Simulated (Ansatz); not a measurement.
# Pt (diamond type): a single-point run

The task is a single-point run on Pt (diamond type). The structure is shown as the input types it.

Program: Ansatz 0.2.0. Level of theory: DFT, r2SCAN, PAW with Ansatz's default frozen-core files, scalar-relativistic. These are calculated values, not measurements.

1 further run of the same task is left out (it didn't finish).

### Step 1. The system as given

Symmetry: R-3m, No. 166, trigonal system. The conventional cell has a = 3.811 Å, b = 3.811 Å, c = 9.336 Å, α = 90.00°, β = 90.00°, γ = 120.00°. Pt (site symmetry 3m) is surrounded by 4 Pt at 2.27 to 2.57 Å.

As a file:

```
CELL_PARAMETERS angstrom
0.00000 2.69511 2.69511
2.69511 0.00000 2.69511
2.69511 2.69511 0.00000
ATOMIC_POSITIONS crystal
Pt 0.91250 0.86250 0.86250
Pt 0.08750 0.13750 0.13750
```

### Step 2. The run

File input.yaml:

```yaml
crystal:
  lattice:
    - [0.0, 2.6951100335, 2.6951100335]
    - [2.6951100335, 0.0, 2.6951100335]
    - [2.6951100335, 2.6951100335, 0.0]
  atoms:
    - { symbol: Pt, position: [-0.0875, -0.1375, -0.1375] }
    - { symbol: Pt, position: [0.0875, 0.1375, 0.1375] }
kpoints:
  mp_grid: { grid: [10, 10, 10] }
scf:
  occupations: { method: fermi_dirac, width: 0.05 }
  max_iter: 80
hamiltonian:
  xc: r2scan
  pseudopotentials: { kind: paw }
output:
  forces: true
  stress: true
  eigenvalues: true
  efg: { contact_densities: true }
  populations: true
basis:
  ecutrho_ratio: 0
```

Command:

```bash
> ansatz run input.yaml --threads 1 --pin off --max-ram 2048MiB --backend cpu --events-out ev --progress --plain --runs-dir out
```

Q: Will this input give a usable result? If not, why, and what should change?

The program refused the input before any cycle. Its message: «invalid value for `basis.ecutrho_ratio`: must be in [1, 1024]; got 0»

Look at the input: basis.ecutrho_ratio is 0. The number typed is not permitted for that setting.

Fix: delete basis.ecutrho_ratio (the default then holds).
